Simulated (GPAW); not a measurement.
TiSe:

```xyz
4
Lattice="3.5590 0.0000 0.0000 -1.7795 3.0822 0.0000 0.0000 0.0000 6.2200" Properties=species:S:1:pos:R:3 pbc="T T T"
Se    1.7795    1.0274    4.6650
Se    0.0000    2.0548    1.5550
Ti    0.0000    0.0000    3.1100
Ti    0.0000    0.0000    0.0000
```

- Program: GPAW 26.7.0
- Task: relaxation of cell and atoms
- Functional: PBEsol
- Potentials or basis: PAW data sets generated in the run's folder for this functional
- Cutoff: 600 eV
- Basis: pw
- k mesh: 6 × 6 × 3
- Occupations: fermi-dirac, width 0.05 eV
- Spin: no spin polarisation

At the start: pressure -0.8 GPa; volume 17.06 Å³/atom.

Q: How do energy, volume and symmetry change on relaxing?

A: Over 8 steps the energy falls by 61.8 meV/atom and the volume is 16.50 Å³/atom (-3.3 %); space group P6_3/mmc (No. 194, to 0.05 Å).

The path:
```csv
step,energy change (eV),largest force (eV/Å),pressure (GPa),volume (Å³)
1,0.0000,0.0000,-0.78,68.23
2,-0.0080,0.0000,-0.75,68.17
3,-0.2116,0.0000,-0.16,66.69
4,-0.2147,0.0000,0.77,65.28
5,-0.2465,0.0000,0.17,66.03
6,-0.2469,0.0000,0.19,65.96
7,-0.2470,0.0000,0.17,65.97
8,-0.2471,0.0000,0.10,66.00
```

Final structure:
```cif
data_structure
_symmetry_space_group_name_H-M 'P 1'
_symmetry_Int_Tables_number 1
_cell_length_a 3.3632
_cell_length_b 3.3632
_cell_length_c 6.7374
_cell_angle_alpha 90.000
_cell_angle_beta 90.000
_cell_angle_gamma 120.000
_cell_volume 66.00
loop_
_atom_site_label
_atom_site_type_symbol
_atom_site_fract_x
_atom_site_fract_y
_atom_site_fract_z
_atom_site_occupancy
Se1 Se 0.66667 0.33333 0.75000 1
Se2 Se 0.33333 0.66667 0.25000 1
Ti1 Ti 0.00000 0.00000 0.50000 1
Ti2 Ti 0.00000 0.00000 0.00000 1
```

Caveat: later steps reuse the first step's grids.
